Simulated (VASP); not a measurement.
A run of VASP 6.6.1 is set up as follows.

File INCAR:

```
ALGO     = Fast           # electronic algorithm
EDIFF    = 1E-7           # SCF threshold, eV
ENCUT    = 520            # plane-wave cutoff, eV
GGA      = CA             # functional
GGA_COMPAT= False        
ISIF     = 2              # what is computed and relaxed
ISMEAR   = 0              # smearing method
LASPH    = True           # aspherical terms in the spheres
LCHARG   = False          # write CHGCAR
LORBIT   = 11             # projections on sites
LREAL    = False          # projectors in reciprocal space
LSORBIT  = True           # spin-orbit coupling
LWAVE    = False          # write WAVECAR
MAGMOM   = 0 0 0 0 0 0    # initial moments
NELM     = 60             # most SCF steps
PREC     = Accurate       # precision mode
SIGMA    = 0.02           # smearing width, eV
```

KPOINTS

```
k-points
0
Gamma
  8 8 8
```

File POSCAR:

```
GaAs
1.0
    0.0000000000      2.8335662500      2.8123675000
    2.8335662500      0.0000000000      2.8123675000
    2.8335662500      2.8335662500      0.0000000000
Ga As
1 1
Direct
    0.0000000000      0.0000000000      0.0000000000
    0.2500000000      0.2500000000      0.2500000000
```

Potentials or basis: VASP PAW LDA potentials, release 64 (Ga_d, As).

The run is started by

```console
$ cat potpaw_LDA.64/Ga_d/POTCAR potpaw_LDA.64/As/POTCAR > POTCAR
$ mpirun -np 1 vasp_ncl > vasp.out
```

(1) What does it give for the net moment?

(2) Estimate the pressure.

Results:

(1) 0.00 μB per cell.

(2) -1.6 GPa.
